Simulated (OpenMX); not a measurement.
**Te2Pt (Moncheite) in OpenMX: the effect of volume scale**

Te2Pt (Moncheite):

```xyz
3
Lattice="3.8427 0.0000 0.0000 -1.9214 3.3279 0.0000 0.0000 0.0000 4.9840" Properties=species:S:1:pos:R:3 pbc="T T T"
Pt    0.0000    0.0000    0.0000
Te    1.9214    1.1093    3.7380
Te    0.0000    2.2186    1.2460
```

Alike in all runs:

```yaml
Program: OpenMX 3.8.5
Task: band structure
Functional: PBE
Potentials_or_basis: OpenMX 2013 PBE set, Pt7.0-s3p2d2f1, Te7.0-s3p2d2f1, grid cutoff 500 Ry
k_mesh: 7 × 7 × 5
Occupations: fermi-dirac, width 0.05 eV
Spin: no spin polarisation
```

| volume scale | pressure (GPa) | largest force (eV/Å) |
| --- | --- | --- |
| 0.88 | ? | ? |
| 0.92 | 26.3 | 2.73 |
| 0.96 | 18.1 | 2.00 |
| 1 | 11.6 | 1.39 |
| 1.04 | 6.3 | 0.87 |
| 1.08 | 2.1 | 0.44 |

Q: What does the run with volume scale 0.88 give?

A: Pressure 36.5 GPa; largest force 3.61 eV/Å.

Worked out: A parabola through the other rows of the pressure, of slope -249 GPa per unit of volume scale there, extrapolates to 35.5 GPa, against the run's 36.5. A parabola through the other rows of the largest force, of slope -21.7 eV/Å per unit of volume scale there, extrapolates to 3.54 eV/Å, against the run's 3.61.

Caveats: the basis of atomic orbitals isn't converged, which shifts pressures, moduli and gaps; forces of over 1 eV/Å show positions far from the minimum, so gaps and moduli don't describe the material at rest (some runs).
